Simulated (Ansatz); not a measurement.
The cell is built from the hcp type as a first guess.

P: DFT, PBE, PAW with Ansatz's default frozen-core files, scalar-relativistic (Ansatz 0.2.0).

The relaxation starts from this cell:

```xyz
2
Lattice="2.5123 0.0000 0.0000 -1.2562 2.1757 0.0000 0.0000 0.0000 4.0700" Properties=species:S:1:pos:R:3 pbc="T T T"
P     0.0000    1.4505    1.0175
P     1.2562    0.7252    3.0525
```

Output:

```
Engine: ansatz 0.2.0
Pseudopotentials: kind: paw
Pseudopotential: P, paw, valence charge 5, recommended cutoff 420 eV (normal)
Functional definition: PBE
  parameter kappa = 0.804
  parameter beta = 0.06672455060314922
  exchange = pbe_x(kappa = kappa, mu = beta*pi^2/3)
  correlation = pbe_c(beta = beta)
Crystal: 2 atoms, lattice volume = 22.247 Å³
Basis set: ecut = 420 eV, 415 PW (Γ), exchange–correlation on 36×36×60 points (8 copies of the dense FFT grid, shifted against one another)
Bands: 9, of which v1, the nominal top of the filled ones, is band 5 counted from 1 (4 counted from 0)
Symmetry: 24 space group operations
Space group: P63/mmc (ITA 194), of the structure as read, at distance tolerance 2.8e-5 Å
k-points: 135 of 1800
Non-local potential: P, projectors of the file, l = 0: 2, l = 1: 2, l = 2: 2
PAW form: soft (Blöchl's): semilocal exchange-correlation on the pseudo side does not see the compensation charge
PAW one-centre angular grid: P, 110 points (default); XC on 64 Gauss nodes
Initial density: superposition of atomic densities (neutral atoms: chi_scale 0, normalization atom), corrected by the library's trained network
Initial wavefunctions: pseudopotential atomic-orbital guess
Functional: x = pbe(κ = 0.804, μ = 0.2195149727645171), c = pbe(β = 0.06672455060314922)
SCF iter   1: F=—  HF=-1509.046812 eV  |F-HF|=—  |Δ(HF+E_count)|=         —  Δρ=5.14e-3  dr2=2.69e-3  ethr=1.77e-3  ⟨swp⟩=5.0  Hψ=9201  notcnv=0
preconditioner: auto → none  [metal: Δε(μ)=0.006 eV  Ē_g=12.323 eV  σ=0.050 eV  W_gap=0.03  n_scr=2 (ndim 8)  ℏωp=24.9 eV  f_vac=0.000  D(μ)=1.37/eV (n_scr^D=22)  sad-step TF]
SCF iter   2: F=—  HF=-1509.046950 eV  |F-HF|=—  |Δ(HF+E_count)|=   1.38e-4  Δρ=3.09e-3  dr2=9.99e-4  ethr=2.69e-5  ⟨swp⟩=1.2  Hψ=2328  notcnv=0
SCF iter   3: F=—  HF=-1509.047033 eV  |F-HF|=—  |Δ(HF+E_count)|=   8.28e-5  Δρ=1.05e-4  dr2=7.04e-7  ethr=9.99e-6  ⟨swp⟩=2.0  Hψ=1756  notcnv=0
SCF iter   4: F=—  HF=-1509.047037 eV  |F-HF|=—  |Δ(HF+E_count)|=   4.31e-6  Δρ=1.73e-5  dr2=1.58e-8  ethr=7.04e-9  ⟨swp⟩=2.4  Hψ=1859  notcnv=0
iter 5 did not close the SCF: its close was put off for the readings that it lacked (scf_convergence_deferred on its scf_iter line)
SCF iter   5: F=-1509.047037 eV  HF=-1509.047037 eV  |F-HF|=2.64e-11  |Δ(HF+E_count)|=   2.35e-8  Δρ=1.26e-6  dr2=1.86e-10  ethr=1.58e-10  ⟨swp⟩=2.0  Hψ=1836  notcnv=0
SCF iter   6: F=-1509.047037 eV  HF=-1509.047037 eV  |F-HF|=9.09e-13  |Δ(HF+E_count)|=  3.32e-11  Δρ=1.10e-7  dr2=1.45e-12  ethr=1.86e-12  ⟨swp⟩=3.5  Hψ=5001  notcnv=0
SCF 1 converged in 6 iterations: F = -1509.047037 eV  dr2 = 1.45e-12
  greatest PAW one-centre occupation: 0.829 electrons in one spin orbital (limit 2), on the P atom at site 1 (counted from 0), in its partial waves of l = 0
relax step   1: F+E_penalty+E_count = -1509.04703748 eV  Δ(F+E_penalty+E_count) = +0.000e0 eV  max|allowed force component| = 1.665e-16 eV/Å  Δτ_max = 0.0000 Å  P = +40.322 GPa  Ω = 22.247 Å³  (6 SCF iters, accepted)
Crystal: 2 atoms, lattice volume = 24.793 Å³
Basis set: ecut = 420 eV, 513 PW (Γ), exchange–correlation on 36×36×60 points (8 copies of the dense FFT grid, shifted against one another)
Initial density: handed on by an earlier stage of this run
Initial wavefunctions: those handed on with the density
iter 1 solved again at ethr=1.38e-5 eV; its pass at ethr=3.10e-3 eV (dr2=1.38e-3 eV) is discarded
SCF iter   1: F=—  HF=-1509.508918 eV  |F-HF|=—  |Δ(HF+E_count)|=         —  Δρ=3.04e-3  dr2=1.47e-3  ethr=1.38e-5  ⟨swp⟩=2.3  Hψ=11685  notcnv=0
preconditioner: auto → none  [metal: Δε(μ)=0.012 eV  Ē_g=11.495 eV  σ=0.050 eV  W_gap=0.06  n_scr=2 (ndim 8)  ℏωp=23.6 eV  f_vac=0.000  D(μ)=1.52/eV (n_scr^D=22)]
SCF iter   2: F=—  HF=-1509.508617 eV  |F-HF|=—  |Δ(HF+E_count)|=   3.01e-4  Δρ=1.49e-3  dr2=3.39e-4  ethr=1.38e-5  ⟨swp⟩=1.0  Hψ=1215  notcnv=0
SCF iter   3: F=—  HF=-1509.508561 eV  |F-HF|=—  |Δ(HF+E_count)|=   5.61e-5  Δρ=6.04e-5  dr2=5.08e-7  ethr=3.39e-6  ⟨swp⟩=2.0  Hψ=1818  notcnv=0
SCF iter   4: F=—  HF=-1509.508571 eV  |F-HF|=—  |Δ(HF+E_count)|=   9.50e-6  Δρ=4.74e-6  dr2=3.66e-9  ethr=5.08e-9  ⟨swp⟩=2.1  Hψ=1809  notcnv=0
iter 5 did not close the SCF: its close was put off for the readings that it lacked (scf_convergence_deferred on its scf_iter line)
SCF iter   5: F=-1509.508571 eV  HF=-1509.508571 eV  |F-HF|=1.68e-11  |Δ(HF+E_count)|=   1.26e-9  Δρ=6.03e-7  dr2=4.65e-11  ethr=3.66e-11  ⟨swp⟩=2.2  Hψ=1856  notcnv=0
SCF iter   6: F=-1509.508571 eV  HF=-1509.508571 eV  |F-HF|=9.09e-13  |Δ(HF+E_count)|=  2.27e-11  Δρ=3.88e-8  dr2=2.21e-13  ethr=1.00e-12  ⟨swp⟩=3.3  Hψ=5005  notcnv=0
SCF 2 converged in 6 iterations: F = -1509.508571 eV  dr2 = 2.21e-13
  greatest PAW one-centre occupation: 0.836 electrons in one spin orbital (limit 2), on the P atom at site 1 (counted from 0), in its partial waves of l = 0
relax step   2: F+E_penalty+E_count = -1509.50857067 eV  Δ(F+E_penalty+E_count) = -4.615e-1 eV  max|allowed force component| = 1.480e-16 eV/Å  Δτ_max = 0.0000 Å  P = +19.419 GPa  Ω = 24.793 Å³  energy of the carried Pulay correction = -6.702e-4 eV  (6 SCF iters, dr2 threshold 2.00e-7 eV, accepted)
Crystal: 2 atoms, lattice volume = 27.310 Å³
Basis set: ecut = 420 eV, 549 PW (Γ), exchange–correlation on 36×36×60 points (8 copies of the dense FFT grid, shifted against one another)
iter 1 solved again at ethr=1.18e-5 eV; its pass at ethr=3.10e-3 eV (dr2=1.18e-3 eV) is discarded
SCF iter   1: F=—  HF=-1509.713217 eV  |F-HF|=—  |Δ(HF+E_count)|=         —  Δρ=2.40e-3  dr2=1.19e-3  ethr=1.18e-5  ⟨swp⟩=2.1  Hψ=12069  notcnv=0
preconditioner: auto → none  [metal: Δε(μ)=0.040 eV  Ē_g=10.820 eV  σ=0.050 eV  W_gap=0.19  n_scr=2 (ndim 8)  ℏωp=22.5 eV  f_vac=0.000  D(μ)=0.92/eV (n_scr^D=2)]
SCF iter   2: F=—  HF=-1509.713026 eV  |F-HF|=—  |Δ(HF+E_count)|=   1.91e-4  Δρ=1.12e-3  dr2=2.29e-4  ethr=1.18e-5  ⟨swp⟩=1.0  Hψ=1215  notcnv=0
SCF iter   3: F=—  HF=-1509.713027 eV  |F-HF|=—  |Δ(HF+E_count)|=   5.55e-7  Δρ=1.16e-4  dr2=2.05e-6  ethr=2.29e-6  ⟨swp⟩=2.0  Hψ=1881  notcnv=0
SCF iter   4: F=—  HF=-1509.713038 eV  |F-HF|=—  |Δ(HF+E_count)|=   1.16e-5  Δρ=9.89e-6  dr2=2.66e-8  ethr=2.05e-8  ⟨swp⟩=2.1  Hψ=1882  notcnv=0
iter 5 did not close the SCF: its close was put off for the readings that it lacked (scf_convergence_deferred on its scf_iter line)
SCF iter   5: F=-1509.713038 eV  HF=-1509.713038 eV  |F-HF|=3.75e-11  |Δ(HF+E_count)|=   9.12e-9  Δρ=9.66e-7  dr2=1.70e-10  ethr=2.66e-10  ⟨swp⟩=2.1  Hψ=1903  notcnv=0
SCF iter   6: F=-1509.713038 eV  HF=-1509.713038 eV  |F-HF|=6.82e-13  |Δ(HF+E_count)|=  2.96e-12  Δρ=1.38e-7  dr2=3.74e-12  ethr=1.70e-12  ⟨swp⟩=3.4  Hψ=5069  notcnv=0
SCF 3 converged in 6 iterations: F = -1509.713038 eV  dr2 = 3.74e-12
  greatest PAW one-centre occupation: 0.843 electrons in one spin orbital (limit 2), on the P atom at site 1 (counted from 0), in its partial waves of l = 0
[...]
SCF iter   3: F=—  HF=-1509.758054 eV  |F-HF|=—  |Δ(HF+E_count)|=   1.87e-5  Δρ=8.31e-6  dr2=4.24e-9  ethr=2.74e-8  ⟨swp⟩=2.0  Hψ=1881  notcnv=0
SCF iter   4: F=—  HF=-1509.758054 eV  |F-HF|=—  |Δ(HF+E_count)|=   4.81e-8  Δρ=6.67e-7  dr2=3.62e-11  ethr=4.24e-11  ⟨swp⟩=2.0  Hψ=1909  notcnv=0
iter 5 did not close the SCF: its close was put off for the readings that it lacked (scf_convergence_deferred on its scf_iter line)
SCF iter   5: F=-1509.758054 eV  HF=-1509.758054 eV  |F-HF|=4.55e-13  |Δ(HF+E_count)|=  3.41e-11  Δρ=2.50e-8  dr2=1.08e-13  ethr=1.00e-12  ⟨swp⟩=1.0  Hψ=1222  notcnv=0
SCF iter   6: F=-1509.758054 eV  HF=-1509.758054 eV  |F-HF|=4.55e-13  |Δ(HF+E_count)|=  4.55e-13  Δρ=2.39e-9  dr2=6.49e-16  ethr=1.00e-12  ⟨swp⟩=4.3  Hψ=6049  notcnv=0
SCF 6 converged in 6 iterations: F = -1509.758054 eV  dr2 = 6.49e-16
  greatest PAW one-centre occupation: 0.845 electrons in one spin orbital (limit 2), on the P atom at site 1 (counted from 0), in its partial waves of l = 0
relax step   6: F+E_penalty+E_count = -1509.75805442 eV  Δ(F+E_penalty+E_count) = -1.250e-2 eV  max|allowed force component| = 1.203e-16 eV/Å  Δτ_max = 0.0000 Å  P = +0.698 GPa  Ω = 28.853 Å³  stress off target by 9.40e-1 GPa  SCF on the basis re-selected at this cell (its energy is not comparable with the rows above)  (6 SCF iters)
basis re-selected at this cell: Δ(F+E_penalty+E_count) = -1.250e-2 eV, ΔP = +0.658 GPa vs the last step (what re-selecting the basis moved, of the pressure what is left beyond the Pulay correction that the steps carried, after the strain that the cell walked since its last selection, with what the two solves' SCF thresholds leave and, on support functions, any second-order correction that the steps lacked; it is no measure of the basis error at this ecutwfc). The dense FFT grid was sized anew with the basis: this SCF ran on 20×20×32 points, the steps before it on 18×18×30, so part of this shift can come from that change (see relax.cell in the input reference). This SCF's stress stands 9.40e-1 GPa from its target on what of the cell is left free (relax.cell.stress_tol is 5.00e-2 GPa) and its largest allowed force component is 1.20e-16 eV/Å (relax.f_tol is 5.00e-3 eV/Å): not within both, so this SCF does not close the relaxation
Crystal: 2 atoms, lattice volume = 29.051 Å³
iter 1 solved again at ethr=4.61e-8 eV; its pass at ethr=3.10e-3 eV (dr2=4.61e-6 eV) is discarded
SCF iter   1: F=—  HF=-1509.758547 eV  |F-HF|=—  |Δ(HF+E_count)|=         —  Δρ=1.57e-4  dr2=6.69e-6  ethr=4.61e-8  ⟨swp⟩=3.2  Hψ=11148  notcnv=0
preconditioner: auto → none  [metal: Δε(μ)=0.012 eV  Ē_g=10.446 eV  σ=0.050 eV  W_gap=0.06  n_scr=2 (ndim 8)  ℏωp=21.8 eV  f_vac=0.000  D(μ)=0.97/eV (n_scr^D=2)]
SCF iter   2: F=—  HF=-1509.758542 eV  |F-HF|=—  |Δ(HF+E_count)|=   4.74e-6  Δρ=6.38e-5  dr2=9.55e-7  ethr=4.61e-8  ⟨swp⟩=1.8  Hψ=1676  notcnv=0
iter 3 did not close the SCF: its close was put off for the readings that it lacked (scf_convergence_deferred on its scf_iter line)
SCF iter   3: F=-1509.758542 eV  HF=-1509.758542 eV  |F-HF|=5.84e-9  |Δ(HF+E_count)|=   1.26e-7  Δρ=8.96e-6  dr2=1.23e-8  ethr=9.55e-9  ⟨swp⟩=2.0  Hψ=1869  notcnv=0
iter 4 did not close the SCF: its close was put off for the readings that it lacked (scf_convergence_deferred on its scf_iter line)
SCF iter   4: F=-1509.758542 eV  HF=-1509.758542 eV  |F-HF|=5.23e-12  |Δ(HF+E_count)|=   6.86e-9  Δρ=2.88e-7  dr2=1.55e-11  ethr=1.23e-10  ⟨swp⟩=2.2  Hψ=1898  notcnv=0
iter 5 did not close the SCF: its close was put off for the readings that it lacked (scf_convergence_deferred on its scf_iter line)
SCF iter   5: F=-1509.758542 eV  HF=-1509.758542 eV  |F-HF|=9.09e-13  |Δ(HF+E_count)|=  6.37e-12  Δρ=2.69e-8  dr2=1.36e-13  ethr=1.00e-12  ⟨swp⟩=1.1  Hψ=1229  notcnv=0
SCF iter   6: F=-1509.758542 eV  HF=-1509.758542 eV  |F-HF|=2.27e-13  |Δ(HF+E_count)|=  2.27e-13  Δρ=3.01e-9  dr2=1.41e-15  ethr=1.00e-12  ⟨swp⟩=3.3  Hψ=4378  notcnv=0
SCF 7 converged in 6 iterations: F = -1509.758542 eV  dr2 = 1.41e-15
relax step   7: F+E_penalty+E_count = -1509.75854171 eV  Δ(F+E_penalty+E_count) = -4.873e-4 eV  max|allowed force component| = 8.327e-17 eV/Å  Δτ_max = 0.0000 Å  P = +0.084 GPa  Ω = 29.051 Å³  energy of the carried Pulay correction = -3.689e-5 eV  (6 SCF iters, dr2 threshold 2.00e-7 eV, accepted)
Crystal: 2 atoms, lattice volume = 29.079 Å³
iter 1 solved again at ethr=1.20e-9 eV; its pass at ethr=3.10e-3 eV (dr2=1.20e-7 eV) is discarded
SCF iter   1: F=—  HF=-1509.758548 eV  |F-HF|=—  |Δ(HF+E_count)|=         —  Δρ=2.63e-5  dr2=1.71e-7  ethr=1.20e-9  ⟨swp⟩=3.2  Hψ=11138  notcnv=0
preconditioner: auto → none  [metal: Δε(μ)=0.017 eV  Ē_g=10.440 eV  σ=0.050 eV  W_gap=0.08  n_scr=2 (ndim 8)  ℏωp=21.8 eV  f_vac=0.000  D(μ)=0.97/eV (n_scr^D=2)]
SCF iter   2: F=—  HF=-1509.758545 eV  |F-HF|=—  |Δ(HF+E_count)|=   3.02e-6  Δρ=1.20e-5  dr2=3.09e-8  ethr=1.20e-9  ⟨swp⟩=1.1  Hψ=1235  notcnv=0
iter 3 did not close the SCF: its close was put off for the readings that it lacked (scf_convergence_deferred on its scf_iter line)
SCF iter   3: F=-1509.758545 eV  HF=-1509.758545 eV  |F-HF|=8.80e-11  |Δ(HF+E_count)|=  7.09e-11  Δρ=1.46e-6  dr2=3.31e-10  ethr=3.09e-10  ⟨swp⟩=1.9  Hψ=1725  notcnv=0
iter 4 did not close the SCF: its close was put off for the readings that it lacked (scf_convergence_deferred on its scf_iter line)
SCF iter   4: F=-1509.758545 eV  HF=-1509.758545 eV  |F-HF|=6.82e-13  |Δ(HF+E_count)|=  1.05e-10  Δρ=4.56e-8  dr2=4.45e-13  ethr=3.31e-12  ⟨swp⟩=2.0  Hψ=1761  notcnv=0
iter 5 did not close the SCF: its close was put off for the readings that it lacked (scf_convergence_deferred on its scf_iter line)
SCF iter   5: F=-1509.758545 eV  HF=-1509.758545 eV  |F-HF|=2.27e-13  |Δ(HF+E_count)|=  2.27e-13  Δρ=6.50e-9  dr2=6.60e-15  ethr=1.00e-12  ⟨swp⟩=1.0  Hψ=1215  notcnv=0
iter 6 did not close the SCF: its close was put off for the readings that it lacked (scf_convergence_deferred on its scf_iter line)
SCF iter   6: F=-1509.758545 eV  HF=-1509.758545 eV  |F-HF|=0.00e0  |Δ(HF+E_count)|=  4.55e-13  Δρ=8.87e-10  dr2=1.36e-16  ethr=1.00e-12  ⟨swp⟩=1.0  Hψ=1216  notcnv=0
SCF iter   7: F=-1509.758545 eV  HF=-1509.758545 eV  |F-HF|=2.27e-13  |Δ(HF+E_count)|=  4.55e-13  Δρ=2.63e-10  dr2=1.16e-17  ethr=1.00e-12  ⟨swp⟩=2.3  Hψ=3546  notcnv=0
SCF 8 converged in 7 iterations: F = -1509.758545 eV  dr2 = 1.16e-17
relax step   8: F+E_penalty+E_count = -1509.75854468 eV  Δ(F+E_penalty+E_count) = -2.970e-6 eV  max|allowed force component| = 3.701e-17 eV/Å  Δτ_max = 0.0000 Å  P = -0.003 GPa  Ω = 29.079 Å³  energy of the carried Pulay correction = -4.236e-5 eV  (7 SCF iters, accepted)
iter 1 solved again at ethr=1.47e-8 eV; its pass at ethr=3.10e-3 eV (dr2=1.47e-6 eV) is discarded
SCF iter   1: F=—  HF=-1509.758594 eV  |F-HF|=—  |Δ(HF+E_count)|=         —  Δρ=8.83e-6  dr2=1.28e-9  ethr=1.47e-8  ⟨swp⟩=3.6  Hψ=13948  notcnv=0
SCF iter   2: F=—  HF=-1509.758591 eV  |F-HF|=—  |Δ(HF+E_count)|=   2.96e-6  Δρ=4.51e-6  dr2=3.58e-10  ethr=1.28e-11  ⟨swp⟩=2.2  Hψ=1934  notcnv=0
iter 3 did not close the SCF: its close was put off for the readings that it lacked (scf_convergence_deferred on its scf_iter line)
SCF iter   3: F=-1509.758591 eV  HF=-1509.758591 eV  |F-HF|=4.32e-12  |Δ(HF+E_count)|=   1.03e-8  Δρ=2.53e-7  dr2=1.31e-11  ethr=3.58e-12  ⟨swp⟩=2.0  Hψ=1887  notcnv=0
iter 4 did not close the SCF: its close was put off for the readings that it lacked (scf_convergence_deferred on its scf_iter line)
SCF iter   4: F=-1509.758591 eV  HF=-1509.758591 eV  |F-HF|=2.27e-13  |Δ(HF+E_count)|=  2.73e-12  Δρ=1.10e-7  dr2=2.06e-12  ethr=1.00e-12  ⟨swp⟩=1.0  Hψ=1217  notcnv=0
iter 5 did not close the SCF: its close was put off for the readings that it lacked (scf_convergence_deferred on its scf_iter line)
SCF iter   5: F=-1509.758591 eV  HF=-1509.758591 eV  |F-HF|=2.27e-13  |Δ(HF+E_count)|=  4.55e-13  Δρ=5.16e-9  dr2=2.75e-15  ethr=1.00e-12  ⟨swp⟩=1.0  Hψ=1217  notcnv=0
iter 6 did not close the SCF: its close was put off for the readings that it lacked (scf_convergence_deferred on its scf_iter line)
SCF iter   6: F=-1509.758591 eV  HF=-1509.758591 eV  |F-HF|=0.00e0  |Δ(HF+E_count)|=  4.55e-13  Δρ=2.66e-9  dr2=1.07e-15  ethr=1.00e-12  ⟨swp⟩=1.0  Hψ=1216  notcnv=0
SCF iter   7: F=-1509.758591 eV  HF=-1509.758591 eV  |F-HF|=2.27e-13  |Δ(HF+E_count)|=  4.55e-13  Δρ=1.29e-9  dr2=2.95e-16  ethr=1.00e-12  ⟨swp⟩=3.1  Hψ=5091  notcnv=0
SCF 9 converged in 7 iterations: F = -1509.758591 eV  dr2 = 2.95e-16
relax step   9: F+E_penalty+E_count = -1509.75859087 eV  Δ(F+E_penalty+E_count) = -4.619e-5 eV  max|allowed force component| = 9.252e-18 eV/Å  Δτ_max = 0.0000 Å  P = -0.002 GPa  Ω = 29.079 Å³  stress off target by 9.13e-3 GPa  SCF on the basis re-selected at this cell (its energy is not comparable with the rows above)  (7 SCF iters)
basis re-selected at this cell: Δ(F+E_penalty+E_count) = -4.619e-5 eV, ΔP = +0.001 GPa vs the last step (what re-selecting the basis moved, of the pressure what is left beyond the Pulay correction that the steps carried, after the strain that the cell walked since its last selection, with what the two solves' SCF thresholds leave and, on support functions, any second-order correction that the steps lacked; it is no measure of the basis error at this ecutwfc). This SCF's stress stands 9.13e-3 GPa from its target on what of the cell is left free (relax.cell.stress_tol is 5.00e-2 GPa) and its largest allowed force component is 9.25e-18 eV/Å (relax.f_tol is 5.00e-3 eV/Å): within both
SCF converged after 7 iterations
Free energy (F): -1509.758591 eV
Harris-Foulkes:  -1509.758591 eV  (|F-HF|=2.27e-13)
Internal energy: -1509.750606 eV  (E = F + TS)
E sigma→0 (E₀):  -1509.754599 eV
Entropy (-TS):   -0.007985 eV (-3.992 meV/atom)
Fermi energy:    11.230966 eV
--- Per-component energies (eV) ---
  E_band       = 46.999415
  E_kinetic    = 138.549316
  E_local      = -34.782267  (includes V_loc(G=0)·N_el)
  E_nonlocal   = 67.116884
  E_hartree    = 5.999827
  E_xc         = -122.349701
  E_vxc        = -121.015972  (∫ρ·V_xc dr)
  E_paw        = -1138.378663  (= ΣΔE_a)
  E_vpaw       = -14.868207  (= ΣTr[D̂ρ^β])
  E_aug_tail   = 0.000007  (compensation charges beyond the density's cutoff)
  E_ewald      = -425.906010
  E_smearing   = -0.007985  (= −TS)
  E_closure    = 0.000000  (closes the sum)
  Σ components = -1509.758591   (vs F -1509.758591, Δ=0.00e0)
--- Forces (eV/Å), atoms counted from 1 ---
  atom   1  P     -0.00000000     0.00000000    -0.00000000
  atom   2  P      0.00000000     0.00000000     0.00000000
  max |Σ_I F_I| component: 1.85e-17 eV/Å
--- Stress (GPa, compression-positive) ---
       -0.007600       0.000000      -0.000000
       -0.000000      -0.007600      -0.000000
       -0.000000      -0.000000       0.009134
  P = ⅓ Tr σ = -0.0020 GPa (-0.020 kbar)
--- Band table (eV; the first three rows and the last of 135) ---
  k-point 0: bands = ["-5.1663", "0.1696", "3.0481", "16.3729", "16.3729", "17.3621", "18.0091", "18.0091", "21.4913"]
  k-point 1: bands = ["-5.0632", "-0.4766", "3.8819", "16.3235", "16.4376", "16.4376", "17.9717", "17.9717", "22.0674"]
  k-point 2: bands = ["-4.7546", "-1.5849", "5.5501", "14.2535", "16.6251", "16.6251", "17.8406", "17.8406", "22.2661"]
  k-point 134: bands = ["3.1911", "3.1911", "5.3424", "5.3424", "6.4426", "6.4426", "14.7614", "14.7614", "19.8493"]
--- Relaxed structure (7 steps of the walk, 7 accepted, 2 SCFs on fresh bases) ---
  F+E_penalty+E_count = -1509.75859087 eV   max|allowed force component| = 9.252e-18 eV/Å   (the final SCF, on the basis selected at the relaxed cell)
  cell:  # Å, volume = 29.0792 Å³
    - [2.7053825630487953, 6.675088004414848e-32, 0.0]
    - [-1.3526912815243977, 2.3429300265557123, 8.21459914137227e-18]
    - [0.0, 1.536635132270931e-17, 4.587688010779338]
  atoms:
    - { symbol: P, position: [0.33333333333333326, 0.6666666666666665, 0.25] }
    - { symbol: P, position: [0.6666666666666665, 0.33333333333333326, 0.7500000000000001] }
```
